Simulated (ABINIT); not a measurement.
HfO2:

```xyz
6
Lattice="3.5580 0.0000 0.0000 0.0000 3.5580 0.0000 0.0000 0.0000 5.1719" Properties=species:S:1:pos:R:3 pbc="T T T"
Hf    0.0000    0.0000    0.0000
Hf    1.7790    1.7790    2.5859
O     0.0000    1.7790    1.0199
O     1.7790    0.0000    1.5660
O     1.7790    0.0000    4.1519
O     0.0000    1.7790    3.6059
```

Measurements of this composition are mostly on another form, of space group No. 14.

Base run:

```yaml
Program: ABINIT 10.8.3 (patched build)
Functional: PBE
Potentials_or_basis: JTH PAW PBE v2.0
Cutoff: 626 eV
k_mesh: 5 × 5 × 3
Occupations: fermi-dirac, width 0.05 eV
Spin: no spin polarisation
```

Its results: band gap on the k mesh 4.77 eV, indirect (least direct gap 4.84 eV); pressure 6.8 GPa; largest force 0.132 eV/Å.

Problem. The run is repeated on the same cell with these changes: functional from PBE to PBEsol. What comes out?

Solution. Band gap on the k mesh 4.64 eV, indirect (least direct gap 4.72 eV); pressure -0.8 GPa; largest force 0.099 eV/Å.

PBEsol binds more tightly than PBE, so the same cell stands under less pressure.

Caveats: spin-orbit coupling is left out, which moves the levels of the heavy elements; an odd mesh through Γ misses points on the zone boundary, where band edges often lie; the PAW data sets were made with another functional, which shifts forces and pressure a little (some runs).
